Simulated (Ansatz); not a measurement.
# MnS (P6_3mc) in Ansatz: equation of state

How stiff is MnS in PBEsol, and what volume does it want? The cell is scaled to several volumes.

All numbers are computed with Ansatz 0.2.0; they aren't measurements. Logs are shortened: lines on timing, memory, paths and dates and some standing lists are left out, and cuts for length are marked.

## 1. The crystal as given

Symmetry: P6_3mc, No. 186, hexagonal system. Conventional cell: a = 3.954 Å, b = 3.954 Å, c = 6.343 Å, α = 90.00°, β = 90.00°, γ = 120.00°. Mn (site symmetry 3m) has 4 S at 2.36 to 2.42 Å as nearest neighbours. Around S (site symmetry 3m) lie 4 Mn at 2.36 to 2.42 Å.

The cell is a database's computed one.

## 2. Single point, PBEsol, collinear spin, ferromagnetic start, 20.18 Å³/atom (volume scaled by 0.94)

Contents of input.yaml:

```yaml
crystal:
  lattice:
    - [3.8728690338, 0.0, 0.0]
    - [-1.936434517, 3.3540029688, 0.0]
    - [0.0, 0.0, 6.2130531654]
  atoms:
    - { symbol: Mn, position: [0.6666666667, 0.3333333333, 0.49884467], spin: 4.0 }
    - { symbol: Mn, position: [0.3333333333, 0.6666666667, 0.99884467], spin: 4.0 }
    - { symbol: S, position: [0.3333333333, 0.6666666667, 0.6261543] }
    - { symbol: S, position: [0.6666666667, 0.3333333333, 0.1261543] }
hamiltonian:
  xc: pbesol
  pseudopotentials: { kind: paw }
magnetization:
  spin_polarized: true
kpoints:
  mp_grid: { grid: [8, 8, 4] }
scf:
  occupations: { method: fermi_dirac, width: 0.05 }
output:
  forces: true
  stress: true
  eigenvalues: true
```

Potentials or basis: Ansatz PAW.

Launch:

```bash
> ansatz run input.yaml --threads 2 --pin off --max-ram 5632MiB --backend cpu --events-out ev --progress --plain --runs-dir out
```

The log of the run:

```text
Warning: RAYON_NUM_THREADS=2 ignored (pool sized by the plan → 2); use --threads N
Engine: ansatz 0.2.0, aarch64-unknown-linux-gnu
Pseudopotentials: kind: paw
Pseudopotential: Mn, paw, valence charge 15, recommended cutoff 420 eV (normal), Mn.paw.azcp
Pseudopotential: S, paw, valence charge 6, recommended cutoff 420 eV (normal), S.paw.azcp
Functional definition: PBEsol
  exchange = pbesol_x
  correlation = pbesol_c
Crystal: 4 atoms, lattice volume = 80.705 Å³
Basis set: ecut = 420 eV, 1581 PW (Γ), exchange–correlation on 54×54×90 points (8 copies of the dense FFT grid, shifted against one another)
Bands: 30, of which v1, the nominal top of the filled ones, is band 21 counted from 1 (20 counted from 0)
Symmetry: 12 space group operations
Space group: P63mc (ITA 186), of the structure as read, at distance tolerance 4.3e-5 Å
Magnetic group: BNS 186.203 (UNI 1433), of the structure as read, at distance tolerance 4.3e-5 Å
k-points: 30 of 256 (time reversal used)
Non-local potential: Mn, projectors of the file, l = 0: 3, l = 1: 2, l = 2: 3, l = 3: 1
Non-local potential: S, projectors of the file, l = 0: 2, l = 1: 2, l = 2: 2
PAW form: soft (Blöchl's): semilocal exchange-correlation on the pseudo side does not see the compensation charge
PAW frozen core: Mn, regenerated for the run's functional, and the local potential with it (the file was generated under x = pbe(κ = 0.804, μ = 0.2195149727645171), c = pbe(β = 0.06672455060314922))
PAW frozen core: S, regenerated for the run's functional, and the local potential with it (the file was generated under x = pbe(κ = 0.804, μ = 0.2195149727645171), c = pbe(β = 0.06672455060314922))
PAW one-centre angular grid: Mn, 590 points (default); XC on 64 Gauss nodes
PAW one-centre angular grid: S, 110 points (default); XC on 64 Gauss nodes
Initial density: superposition of atomic densities (chi_scale 0.1, normalization cell, long waves kept (reshape's long-wave potential 0.00 eV rms))
Starting moments: Σ|m| = 8 μB on 2 of 4 sites
Initial wavefunctions: pseudopotential atomic-orbital guess
Functional: x = pbesol(κ = 0.804, μ = 0.12345679012345678), c = pbesol(β = 0.046)
SCF iter   1: F=—  HF=-9508.077220 eV  |F-HF|=—  |Δ(HF+E_count)|=         —  Δρ=7.31e-2 (↑7.31e-2 ↓1.93e-2)  dr2=3.81e0  dr2_m=1.19e0  M=9.436 μB ∫|m|=9.436 μB  β_m=0.30  ethr=3.10e-3  ⟨swp⟩=5.4  Hψ=7038  notcnv=0
Mixer restart at iter 1: flushing history
preconditioner: auto → Kerker (q_TF=auto, 2.447 Å⁻¹)  [metal: Δε(μ)=0.030 eV  Ē_g=7.932 eV  σ=0.050 eV  W_gap=0.15  n_scr=22 (ndim 8)  ℏωp=21.1 eV  f_vac=0.000  D(μ)=3.28/eV (n_scr^D=22)]
spin=Collinear: Kerker preconditioning applied to the charge; magnetization (m = ρ↑ − ρ↓) channel mixes plain (no charge-response kernel on spin).
SCF iter   2: F=—  HF=-9508.343238 eV  |F-HF|=—  |Δ(HF+E_count)|=   2.66e-1  Δρ=3.81e-2 (↑3.81e-2 ↓1.57e-2)  dr2=1.28e0  dr2_m=3.85e-1  M=9.422 μB ∫|m|=9.422 μB  β_m=0.46  ethr=3.10e-3  ⟨swp⟩=3.0  Hψ=3661  notcnv=0  defer=89
SCF iter   3: F=—  HF=-9508.628065 eV  |F-HF|=—  |Δ(HF+E_count)|=   2.85e-1  Δρ=8.44e-3 (↑8.44e-3 ↓7.05e-3)  dr2=2.39e-1  dr2_m=1.08e-2  M=9.417 μB ∫|m|=9.417 μB  β_m=0.63  ethr=3.05e-3  ⟨swp⟩=2.4  Hψ=2730  notcnv=0  defer=94
SCF iter   4: F=—  HF=-9508.603344 eV  |F-HF|=—  |Δ(HF+E_count)|=         —  Δρ=4.84e-3 (↑4.84e-3 ↓2.58e-3)  dr2=3.65e-2  dr2_m=2.67e-3  M=9.463 μB ∫|m|=9.463 μB  β_m=0.63  ethr=5.70e-4  ⟨swp⟩=2.4  Hψ=3028  notcnv=0  defer=94
Mixer restart at iter 4: flushing history
SCF iter   5: F=—  HF=-9508.607304 eV  |F-HF|=—  |Δ(HF+E_count)|=   3.96e-3  Δρ=1.60e-3 (↑1.52e-3 ↓1.60e-3)  dr2=1.47e-2  dr2_m=6.71e-5  M=9.486 μB ∫|m|=9.486 μB  β_m=0.80  ethr=8.69e-5  ⟨swp⟩=2.1  Hψ=2602  notcnv=0  defer=97
SCF iter   6: F=—  HF=-9508.610120 eV  |F-HF|=—  |Δ(HF+E_count)|=   2.82e-3  Δρ=1.80e-3 (↑1.80e-3 ↓9.40e-4)  dr2=4.94e-3  dr2_m=2.71e-4  M=9.483 μB ∫|m|=9.483 μB  β_m=0.79  ethr=3.50e-5  ⟨swp⟩=2.1  Hψ=2435  notcnv=0  defer=97
SCF iter   7: F=—  HF=-9508.610885 eV  |F-HF|=—  |Δ(HF+E_count)|=   7.65e-4  Δρ=7.29e-4 (↑7.29e-4 ↓2.94e-4)  dr2=5.45e-4  dr2_m=5.47e-5  M=9.495 μB ∫|m|=9.495 μB  β_m=0.89  ethr=1.18e-5  ⟨swp⟩=2.5  Hψ=3435  notcnv=0  defer=97
SCF iter   8: F=—  HF=-9508.611176 eV  |F-HF|=—  |Δ(HF+E_count)|=   2.92e-4  Δρ=1.70e-4 (↑9.57e-5 ↓1.70e-4)  dr2=7.92e-5  dr2_m=2.22e-6  M=9.490 μB ∫|m|=9.490 μB  β_m=0.95  ethr=1.30e-6  ⟨swp⟩=2.0  Hψ=2699  notcnv=0  defer=97
SCF iter   9: F=—  HF=-9508.611234 eV  |F-HF|=—  |Δ(HF+E_count)|=   5.73e-5  Δρ=3.39e-5 (↑3.36e-5 ↓3.39e-5)  dr2=4.48e-6  dr2_m=2.03e-8  M=9.489 μB ∫|m|=9.489 μB  β_m=0.97  ethr=1.89e-7  ⟨swp⟩=2.0  Hψ=2488  notcnv=0  defer=97
SCF iter  10: F=—  HF=-9508.611238 eV  |F-HF|=—  |Δ(HF+E_count)|=   4.83e-6  Δρ=2.17e-5 (↑1.05e-5 ↓2.17e-5)  dr2=6.84e-7  dr2_m=1.12e-7  M=9.490 μB ∫|m|=9.490 μB  β_m=0.99  ethr=1.07e-8  ⟨swp⟩=2.0  Hψ=2444  notcnv=0  defer=97
SCF iter  11: F=—  HF=-9508.611238 eV  |F-HF|=—  |Δ(HF+E_count)|=   1.23e-7  Δρ=4.87e-6 (↑4.01e-6 ↓4.87e-6)  dr2=2.36e-8  dr2_m=1.06e-8  M=9.490 μB ∫|m|=9.490 μB  β_m=0.97  ethr=1.63e-9  ⟨swp⟩=2.0  Hψ=2459  notcnv=0  defer=97
SCF iter  12: F=-9508.611239 eV  HF=-9508.611239 eV  |F-HF|=5.11e-9  |Δ(HF+E_count)|=   3.37e-8  Δρ=4.12e-6 (↑2.32e-6 ↓4.12e-6)  dr2=1.38e-8  dr2_m=6.08e-9  M=9.490 μB ∫|m|=9.490 μB  ethr=5.62e-11  ⟨swp⟩=4.7  Hψ=6370  notcnv=0
SCF 1 converged in 12 iterations: F = -9508.611239 eV  dr2 = 1.38e-8
WARN: an SCF from antiferromagnetic starting moments (-4.16, 4.16, 0.00, 0.00 Bohr magnetons, atom by atom) was not made, by what the run has read of turns of its moments that order reads lower: the deck asks for what bars it, or types moments that do (magnetization.spin_polarized, in the input reference, names some of the keys), or the run goes by scf.lower_state_search: light, the default, which as a rule tries one only behind a close that has lost an order of both signs, or on which an open d or half-filled 4f shell of a PAW file has lost a moment that was set nearer to Hund's than to what is left; or, under a Hubbard U, one that names an f shell that the input leaves bare beside given moments, or a larger moment for a shell of low spin that is given one. standard, with a start from the atoms, tries one behind each close (in a relaxation, ahead of its steps or at their end). To set out from that order, type those moments (crystal.atoms[].spin; where shells were raised to Hund's moment, beside crystal.symmetry.detect: false) under scf.lower_state_search: light. The bands of the close that named these starting moments, or of the one ahead of a search that led to it (under cold or Methfessel-Paxton smearing those of the Gaussian ahead of it) read a cost of -616.16 meV for the turn to them, carried on from a small turn (-616.16 by the pairs of d shells alone)
SCF converged after 12 iterations
Magnetization: 9.4897 μB (25.7449 up, 16.2551 down)
Absolute magnetization: 9.4897 μB (∫|ρ↑−ρ↓|, with the PAW one-centre terms)
Spin contamination: 0.0491 ħ² per cell (⟨S²⟩ above its minimum at these occupations)
Per-site moments (μB) at R_I (Å): [(3.9130668867865586, 0.9551623467550713), (3.9130668867865555, 0.9551623467550713), (0.11119001659854898, 0.9551623467550713), (0.1111900165985484, 0.9551623467550713)]
Free energy (F): -9508.611239 eV
Harris-Foulkes:  -9508.611239 eV  (|F-HF|=5.11e-9)
Internal energy: -9508.588295 eV  (E = F + TS)
E sigma→0 (E₀):  -9508.599767 eV
Entropy (-TS):   -0.022944 eV (-5.736 meV/atom)
Fermi energy:    8.340632 eV
--- Per-component energies (eV) ---
  E_band       = -675.832997
  E_kinetic    = 815.379280
  E_local      = -5447.830972  (includes V_loc(G=0)·N_el)
  E_nonlocal   = 560.986250
  E_hartree    = 2237.428102
  E_xc         = -413.749588
  E_vxc        = -459.300129  (∫ρ·V_xc dr)
  E_paw        = -3719.482130  (= ΣΔE_a)
  E_vpaw       = -619.918354  (= ΣTr[D̂ρ^β])
  E_aug_tail   = -0.000017  (compensation charges beyond the density's cutoff)
  E_ewald      = -3541.782419
  E_core_change = 0.463199  (= ΣΔE_core)
  E_smearing   = -0.022944  (= −TS)
  E_closure    = 0.000000  (closes the sum)
  Σ components = -9508.611239   (vs F -9508.611239, Δ=0.00e0)
--- Forces (eV/Å), atoms counted from 1 ---
  atom   1  Mn     0.00000000     0.00000000     0.32985877
  atom   2  Mn     0.00000000    -0.00000000     0.32985877
  atom   3  S      0.00000000     0.00000000    -0.32984917
  atom   4  S     -0.00000000    -0.00000000    -0.32984917
  max |Σ_I F_I| component: 1.92e-5 eV/Å
--- Stress (GPa, compression-positive) ---
        1.420061       0.000000       0.000000
        0.000000       1.420061       0.000000
        0.000000       0.000000       4.651192
  P = ⅓ Tr σ = 2.4971 GPa (24.971 kbar)
--- Band table (eV; the first three rows and the last of 60) ---
  k-point 0 ↑: bands = ["-73.1639", "-73.1636", "-42.0492", "-42.0492", "-42.0482", "-42.0482", "-42.0355", "-42.0296", "-6.0041", "-5.1357", "2.1426", "3.2851", "3.3256", "3.3256", "3.5067", "3.5067", "5.1023", "5.1023", "5.4344", "5.4344", "5.6240", "7.7517", "7.7517", "8.8800", "8.9735", "8.9735", "9.6523", "11.2698", "14.1412", "14.1412"]
  k-point 1 ↑: bands = ["-73.1639", "-73.1637", "-42.0491", "-42.0491", "-42.0484", "-42.0484", "-42.0346", "-42.0305", "-5.8901", "-5.2782", "2.2709", "3.0745", "3.3390", "3.3390", "3.4657", "3.4657", "5.1670", "5.1670", "5.4061", "5.4061", "6.0310", "7.9079", "7.9079", "8.0810", "8.7718", "8.7718", "10.5234", "11.2804", "14.1825", "14.1949"]
  k-point 2 ↑: bands = ["-73.1638", "-73.1638", "-42.0487", "-42.0487", "-42.0487", "-42.0487", "-42.0326", "-42.0326", "-5.5983", "-5.5983", "2.6331", "2.6331", "3.3889", "3.3889", "3.3889", "3.3889", "5.3039", "5.3039", "5.3039", "5.3039", "7.0029", "7.0029", "8.3178", "8.3178", "8.3178", "8.3178", "11.2153", "11.2153", "14.2789", "14.2789"]
  k-point 29 ↓: bands = ["-68.7296", "-68.7296", "-37.6917", "-37.6917", "-37.6893", "-37.6893", "-37.6833", "-37.6833", "-4.6931", "-4.6931", "3.1394", "3.1394", "3.9810", "3.9810", "5.0702", "5.0702", "8.5677", "8.5677", "9.1571", "9.1571", "9.5415", "9.5415", "9.7499", "9.7499", "10.3166", "10.3166", "14.1050", "14.1050", "15.0454", "15.0454"]
```

It took 11 s on 2 threads of Arm Neoverse V1, shared host; peak memory 0.4 GiB.

What came out:

- Free energy: -9508.6112 eV
- Pressure: 2.5 GPa
- Largest force: 0.330 eV/Å
- Band gap on the k mesh: none (metal or under the smearing width)
- Net moment: 9.49 μB per cell
- Absolute moment: 9.49 μB per cell
- Site moments: Mn +3.91; S +0.11 μB

Caveat: the magnetic or orbital state may not be the lowest; semilocal functionals often make such compounds metallic where correlation or magnetic order opens a gap, which also shifts bond lengths; only a ferromagnetic start was run, and an antiferromagnetic order may lie lower in energy; the PAW data sets come from PBE, with cores solved anew for the run's functional, which leaves a small shift of forces and pressure.

## 3. Single point, PBEsol, collinear spin, ferromagnetic start, 20.61 Å³/atom (volume scaled by 0.96)

input.yaml, as its differences from that of step 2:

```diff
@@ -2,5 +2,5 @@
   lattice:
-    - [3.8728690338, 0.0, 0.0]
-    - [-1.936434517, 3.3540029688, 0.0]
-    - [0.0, 0.0, 6.2130531654]
+    - [3.900143658, 0.0, 0.0]
+    - [-1.9500718291, 3.3776234863, 0.0]
+    - [0.0, 0.0, 6.2568085025]
   atoms:
```

Potentials or basis: Ansatz PAW.

Launch:

```bash
> ansatz run input.yaml --threads 2 --pin off --max-ram 5632MiB --backend cpu --events-out ev --progress --plain --runs-dir out
```

Wall time 11 s (2 threads of Arm Neoverse V1, shared host); peak memory 0.4 GiB.

The run converged. Its results:

| Item | Value |
| --- | --- |
| Free energy | -9508.6328 eV |
| Pressure | 1.5 GPa |
| Largest force | 0.311 eV/Å |
| Band gap on the k mesh | none (metal or under the smearing width) |
| Net moment | 9.63 μB per cell |
| Absolute moment | 9.63 μB per cell |
| Site moments | Mn +3.98; S +0.12 μB |

Caveat: the magnetic or orbital state may not be the lowest; semilocal functionals often make such compounds metallic where correlation or magnetic order opens a gap, which also shifts bond lengths; only a ferromagnetic start was run, and an antiferromagnetic order may lie lower in energy; the PAW data sets come from PBE, with cores solved anew for the run's functional, which leaves a small shift of forces and pressure.

## 4. Single point, PBEsol, collinear spin, ferromagnetic start, 21.03 Å³/atom (volume scaled by 0.98)

input.yaml, as its differences from that of step 3:

```diff
@@ -2,5 +2,5 @@
   lattice:
-    - [3.900143658, 0.0, 0.0]
-    - [-1.9500718291, 3.3776234863, 0.0]
-    - [0.0, 0.0, 6.2568085025]
+    - [3.9270420505, 0.0, 0.0]
+    - [-1.9635210253, 3.4009181775, 0.0]
+    - [0.0, 0.0, 6.2999602696]
   atoms:
```

Launch:

```bash
> ansatz run input.yaml --threads 2 --pin off --max-ram 5632MiB --backend cpu --events-out ev --progress --plain --runs-dir out
```

Wall time 11 s (2 threads of Arm Neoverse V1, shared host); peak memory 0.4 GiB.

The run converged. Its results:

- Free energy: -9508.6440 eV
- Pressure: 0.5 GPa
- Largest force: 0.294 eV/Å
- Band gap on the k mesh: none (metal or under the smearing width)
- Net moment: 9.74 μB per cell
- Absolute moment: 9.74 μB per cell
- Site moments: Mn +4.03; S +0.12 μB

Caveat: the magnetic or orbital state may not be the lowest; semilocal functionals often make such compounds metallic where correlation or magnetic order opens a gap, which also shifts bond lengths; only a ferromagnetic start was run, and an antiferromagnetic order may lie lower in energy; the PAW data sets come from PBE, with cores solved anew for the run's functional, which leaves a small shift of forces and pressure.

## 5. Single point, PBEsol, collinear spin, ferromagnetic start, 21.46 Å³/atom

input.yaml, as its differences from that of step 4:

```diff
@@ -2,5 +2,5 @@
   lattice:
-    - [3.9270420505, 0.0, 0.0]
-    - [-1.9635210253, 3.4009181775, 0.0]
-    - [0.0, 0.0, 6.2999602696]
+    - [3.9535769233, 0.0, 0.0]
+    - [-1.9767884617, 3.4238980514, 0.0]
+    - [0.0, 0.0, 6.34252886]
   atoms:
```

Launch:

```bash
> ansatz run input.yaml --threads 2 --pin off --max-ram 5632MiB --backend cpu --events-out ev --progress --plain --runs-dir out
```

Run time: 11 s. Hardware: 2 threads of Arm Neoverse V1, shared host; peak memory 0.4 GiB.

The run converged. Its results:

```yaml
Free_energy: -9508.6440 eV
Pressure: -0.5 GPa
Largest_force: 0.272 eV/Å
Band_gap_on_the_k_mesh: none (metal or under the smearing width)
Net_moment: 9.82 μB per cell
Absolute_moment: 9.82 μB per cell
Site_moments: Mn +4.08; S +0.12 μB
```

Caveat: the magnetic or orbital state may not be the lowest; semilocal functionals often make such compounds metallic where correlation or magnetic order opens a gap, which also shifts bond lengths; only a ferromagnetic start was run, and an antiferromagnetic order may lie lower in energy; the PAW data sets come from PBE, with cores solved anew for the run's functional, which leaves a small shift of forces and pressure.

## 6. Single point, PBEsol, collinear spin, ferromagnetic start, 21.89 Å³/atom (volume scaled by 1.02)

input.yaml, as its differences from that of step 5:

```diff
@@ -2,5 +2,5 @@
   lattice:
-    - [3.9535769233, 0.0, 0.0]
-    - [-1.9767884617, 3.4238980514, 0.0]
-    - [0.0, 0.0, 6.34252886]
+    - [3.979760315, 0.0, 0.0]
+    - [-1.9898801575, 3.4465735338, 0.0]
+    - [0.0, 0.0, 6.3845335865]
   atoms:
```

Potentials or basis: Ansatz PAW.

Launch:

```bash
> ansatz run input.yaml --threads 2 --pin off --max-ram 5632MiB --backend cpu --events-out ev --progress --plain --runs-dir out
```

Wall time 11 s (2 threads of Arm Neoverse V1, shared host); peak memory 0.4 GiB.

Results (log left out):

* Free energy: -9508.6330 eV
* Pressure: -1.5 GPa
* Largest force: 0.253 eV/Å
* Band gap on the k mesh: none (metal or under the smearing width)
* Net moment: 9.88 μB per cell
* Absolute moment: 9.88 μB per cell
* Site moments: Mn +4.12; S +0.12 μB

Caveat: the magnetic or orbital state may not be the lowest; semilocal functionals often make such compounds metallic where correlation or magnetic order opens a gap, which also shifts bond lengths; only a ferromagnetic start was run, and an antiferromagnetic order may lie lower in energy; the PAW data sets come from PBE, with cores solved anew for the run's functional, which leaves a small shift of forces and pressure.

## 7. Single point, PBEsol, collinear spin, ferromagnetic start, 22.32 Å³/atom (volume scaled by 1.04)

input.yaml, as its differences from that of step 6:

```diff
@@ -2,5 +2,5 @@
   lattice:
-    - [3.979760315, 0.0, 0.0]
-    - [-1.9898801575, 3.4465735338, 0.0]
-    - [0.0, 0.0, 6.3845335865]
+    - [4.0056036386, 0.0, 0.0]
+    - [-2.0028018193, 3.4689545085, 0.0]
+    - [0.0, 0.0, 6.4259927585]
   atoms:
```

Launch:

```bash
> ansatz run input.yaml --threads 2 --pin off --max-ram 5632MiB --backend cpu --events-out ev --progress --plain --runs-dir out
```

Wall time 11 s (2 threads of Arm Neoverse V1, shared host); peak memory 0.4 GiB.

Results (log left out):

```yaml
Free_energy: -9508.6116 eV
Pressure: -2.5 GPa
Largest_force: 0.235 eV/Å
Band_gap_on_the_k_mesh: none (metal or under the smearing width)
Net_moment: 9.93 μB per cell
Absolute_moment: 9.93 μB per cell
Site_moments: Mn +4.15; S +0.12 μB
```

Caveat: the magnetic or orbital state may not be the lowest; semilocal functionals often make such compounds metallic where correlation or magnetic order opens a gap, which also shifts bond lengths; only a ferromagnetic start was run, and an antiferromagnetic order may lie lower in energy; the PAW data sets come from PBE, with cores solved anew for the run's functional, which leaves a small shift of forces and pressure.

## 8. Single point, PBEsol, collinear spin, ferromagnetic start, 22.75 Å³/atom (volume scaled by 1.06)

input.yaml, as its differences from that of step 7:

```diff
@@ -2,5 +2,5 @@
   lattice:
-    - [4.0056036386, 0.0, 0.0]
-    - [-2.0028018193, 3.4689545085, 0.0]
-    - [0.0, 0.0, 6.4259927585]
+    - [4.0311177254, 0.0, 0.0]
+    - [-2.0155588628, 3.4910503559, 0.0]
+    - [0.0, 0.0, 6.4669237522]
   atoms:
```

Launch:

```bash
> ansatz run input.yaml --threads 2 --pin off --max-ram 5632MiB --backend cpu --events-out ev --progress --plain --runs-dir out
```

It took 11 s on 2 threads of Arm Neoverse V1, shared host; peak memory 0.4 GiB.

Results (log left out):

```yaml
Free_energy: -9508.5804 eV
Pressure: -3.4 GPa
Largest_force: 0.218 eV/Å
Band_gap_on_the_k_mesh: none (metal or under the smearing width)
Net_moment: 9.96 μB per cell
Absolute_moment: 9.96 μB per cell
Site_moments: Mn +4.18; S +0.12 μB
```

Caveat: the magnetic or orbital state may not be the lowest; semilocal functionals often make such compounds metallic where correlation or magnetic order opens a gap, which also shifts bond lengths; only a ferromagnetic start was run, and an antiferromagnetic order may lie lower in energy; the PAW data sets come from PBE, with cores solved anew for the run's functional, which leaves a small shift of forces and pressure.

## 9. Equation of state, PBEsol, collinear spin, ferromagnetic start

Potentials or basis: Ansatz PAW.

This step only gathers the single runs of the series.

What came out:

* Equilibrium volume: 21.25 Å³/atom (rough: see the caveat)
* Bulk modulus at fixed shape and positions: 50 GPa (rough)

Energy against volume, from the lowest point:
| volume (Å³/atom) | energy (meV/atom) |
| --- | --- |
| 20.176 | 8.19 |
| 20.606 | 2.79 |
| 21.035 | 0.00 |
| 21.464 | 0.00 |
| 21.893 | 2.75 |
| 22.323 | 8.09 |
| 22.752 | 15.90 |

Caveat: the fit is doubtful: noisy points or a state that changes with volume; the cell was scaled at fixed shape and fractional positions, which overstates the stiffness of a crystal with free parameters, most of all of layers and chains.
